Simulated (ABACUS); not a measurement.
## AlN in ABACUS: the effect of dispersion

AlN:

```
Al N
1.0
     0.00000    2.18399    2.18399
     2.18399    0.00000    2.18399
     2.18399    2.18399    0.00000
Al N
1 1
Cartesian
  0.0000 0.0000 0.0000
  1.0920 1.0920 1.0920
```

Measurements of this composition are mostly on another form, of space group No. 186.

Alike in all runs:

```yaml
Program: ABACUS 3.10.1
Task: single point
Functional: BLYP
Potentials_or_basis: PseudoDojo NC SR 0.4.1 PBE standard
Cutoff: 1143 eV
Density_cutoff: 4572 eV
Basis: plane waves
k_mesh: 10 × 10 × 10
Occupations: fermi-dirac, width 0.05 eV
Spin: no spin polarisation
```

```tsv
dispersion	pressure (GPa)
none	?
D2	5.1
D3	4.0
D3(BJ)	0.2
D3(BJ)+ABC	0.7
```

Task: What does the run with dispersion none give?

Result: Pressure 9.5 GPa.

Caveats: the potentials were made for another functional, which shifts forces and pressure.
